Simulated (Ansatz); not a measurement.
**A strain series on CdS (rocksalt): uniaxial along [111], other directions held**

CdS (rocksalt), relaxed with r2SCAN in the plane-wave code Ansatz, then strained (uniaxial along [111], other directions held; changes of length per length, axes as in the cell below) with the atoms relaxed again within the symmetry that is left. Space group Fm-3m (No. 225), cubic; conventional cell a = 5.454 Å, 20.27 Å³ an atom. Cd has 6 S at 2.73 Å; S has 6 Cd at 2.73 Å. No spin polarisation and no zero-point or thermal motion; the cell was built from a prototype and may be hypothetical.

```yaml
crystal:
  lattice:
    - [0.00000, 2.72678, 2.72678]
    - [2.72678, 0.00000, 2.72678]
    - [2.72678, 2.72678, 0.00000]
  atoms:
    - { symbol: Cd, position: [0.00000, 0.00000, 0.00000] }
    - { symbol: S, position: [0.50000, 0.50000, 0.50000] }
```

Gaps are the least over each mesh (r2SCAN 8×8×8, HSE06 6×6×6 when unstrained) and the special points, which keep their unstrained names; stress is the change from the unstrained cell, compression positive.

```
strain (%)  gap, r2SCAN (eV)  gap, HSE06 (eV)  edges, HSE06  stress along the strain, r2SCAN (GPa)  energy rise, r2SCAN (meV/atom)
     -5.91             0.624            1.132         L → X                                  +8.57                            31.1
     -0.64             0.741            1.233         L → X                                  +0.85                             0.3
       0.0             0.753            1.243         L → X                                   0.00                             0.0
      +0.5             0.741            1.230         L → X                                  -0.66                             0.2
      +3.0             0.677            1.161         L → X                                  -3.78                             7.3
```

Between zero and the nearest strains the slope of the HSE06 gap against strain is +0.016 eV per percent for negative and -0.026 for positive strain; it falls either way, as happens when edge states split or other valleys take over.

The runs are scalar-relativistic, without spin-orbit coupling.

The meshes of the hybrids are coarse, so their gaps aren't converged to the digits shown.
